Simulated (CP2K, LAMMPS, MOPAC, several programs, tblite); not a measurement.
Energy against volume for SiO₂ (started from an entry of an open crystallographic database), at fixed shape and fractional coordinates, computed by several methods (PBE and r2SCAN, where shown, with plane waves in Ansatz); the cell shown is that of r2SCAN. With free coordinates or axes held, a curve is too stiff, and on another method's shape its minimum isn't the method's own volume. It is tetragonal, I-42d (No. 122); a = 4.944 Å, c = 7.316 Å in the conventional setting, 14.90 Å³ an atom. Si has 4 O at 1.61 Å; O has 2 Si at 1.61 Å. The values are computed, spin-unpolarised, and not measurements. Energies count from each curve's lowest point; fits are third-order Birch-Murnaghan.

```cif
data_structure
_symmetry_space_group_name_H-M 'P 1'
_symmetry_Int_Tables_number 1
_cell_length_a 5.0597
_cell_length_b 5.0597
_cell_length_c 5.0597
_cell_angle_alpha 121.509
_cell_angle_beta 121.509
_cell_angle_gamma 87.406
_cell_volume 89.41
loop_
_atom_site_label
_atom_site_type_symbol
_atom_site_fract_x
_atom_site_fract_y
_atom_site_fract_z
_atom_site_occupancy
Si1 Si 0.00000 0.00000 0.00000 1
Si2 Si 0.75000 0.25000 0.50000 1
O1 O 0.97336 0.62500 0.84836 1
O2 O 0.37500 0.22336 0.34836 1
O3 O 0.77664 0.12500 0.15164 1
O4 O 0.87500 0.02664 0.65164 1
```

SiO.1997.vashishta (LAMMPS), on the shape of its own relaxed cell:
```
V (Å³/atom)  E (meV/atom)
     13.640          8.74
     14.075          2.06
     14.510          0.00
     14.945          1.77
     15.381          6.66
```
V₀ = 14.51 Å³ an atom and B₀ = 47 GPa.

**Question.** PM7 (MOPAC), on the shape of the cell shown, as a cluster of 96 atoms at the zone centre, gives
```csv
V (Å³/atom),E (meV/atom)
13.113,47.16
14.007,0.00
14.901,26.48
15.795,104.64
16.689,220.61
```
What equilibrium volume and bulk modulus follow?

**Answer.** V₀ = 14.09 Å³ an atom and B₀ = 199 GPa.

GFN1-xTB (tblite), on the shape of the cell shown, as a cluster of 96 atoms at the zone centre:
```
V (Å³/atom)  E (meV/atom)
     13.113        303.26
     14.007        122.54
     14.901         29.27
     15.795          0.00
     16.689         17.95
```
V₀ = 15.86 Å³ an atom and B₀ = 146 GPa.

PBE/DZVP (CP2K), on the shape of the cell shown:
```tsv
V (Å³/atom)	E (meV/atom)
13.113	190.26
14.007	57.81
14.901	0.83
15.795	0.00
16.689	40.91
```
V₀ = 15.35 Å³ an atom and B₀ = 148 GPa.

SiO.tersoff (LAMMPS), on the shape of its own relaxed cell:
```tsv
V (Å³/atom)	E (meV/atom)
14.981	27.01
15.459	6.42
15.937	0.00
16.415	5.81
16.893	22.17
```
V₀ = 15.94 Å³ an atom and B₀ = 136 GPa.
